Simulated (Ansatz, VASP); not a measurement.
**Two plane-wave programs on HfN**

```
CELL_PARAMETERS angstrom
0.00000 2.41431 2.41431
2.41431 0.00000 2.41431
2.41431 2.41431 0.00000
ATOMIC_POSITIONS crystal
Hf 0.00000 0.00000 0.00000
N 0.75000 0.75000 0.75000
```

Alike in both runs: functional LDA; k mesh 11 × 11 × 11; no spin polarisation.

Ansatz relaxed the structure, and its values are those at the end. VASP's run is a single point on that final structure, the one shown.

|  | VASP | Ansatz |
| --- | --- | --- |
| version | VASP 6.6.1 | Ansatz 0.2.0 |
| potentials or method | VASP PAW LDA potentials, release 64 (Hf_pv, N) | plane waves, PAW |
| plane-wave cutoff (eV) | 520 | 517 |
| occupations | methfessel-paxton of order 1, width 0.1 eV | cold |
| valence electrons in the cell | 15 | 31 |

|  | VASP | Ansatz | Ansatz less VASP |
| --- | --- | --- | --- |
| pressure (GPa) | -0.1 | 0.0 | +0.13 |

The two sets of potentials don't hold the same shells in valence.

Spin-orbit coupling is left out, which matters for the levels of Hf.
